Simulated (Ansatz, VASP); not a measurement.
**Two plane-wave programs on Al**

```
CELL_PARAMETERS angstrom
4.41927 0.00000 0.00000
-2.20963 3.82720 0.00000
0.00000 0.00000 2.73603
ATOMIC_POSITIONS crystal
Al 0.00000 0.00000 0.00000
Al 0.33333 0.66667 0.50000
Al 0.66667 0.33333 0.50000
```

Alike in both runs: task single point; functional RPBE; k mesh 9 × 9 × 12; occupations fermi-dirac, width 0.1 eV; no spin polarisation.

```csv
,VASP,Ansatz
version,VASP 6.6.1,Ansatz 0.2.0
potentials or method,"VASP PAW PBE potentials, release 64 (Al)","plane waves (420 eV) with PAW, scalar-relativistic"
plane-wave cutoff (eV),520,420
valence electrons in the cell,9,9
```

```tsv
	VASP	Ansatz	Ansatz less VASP
pressure (GPa)	11.0	11.2	+0.22
largest component of the traceless stress (GPa)	2.30	2.33	+0.033
```

Caveats: the PAW data sets were made with another functional, which shifts forces and pressure a little (VASP).
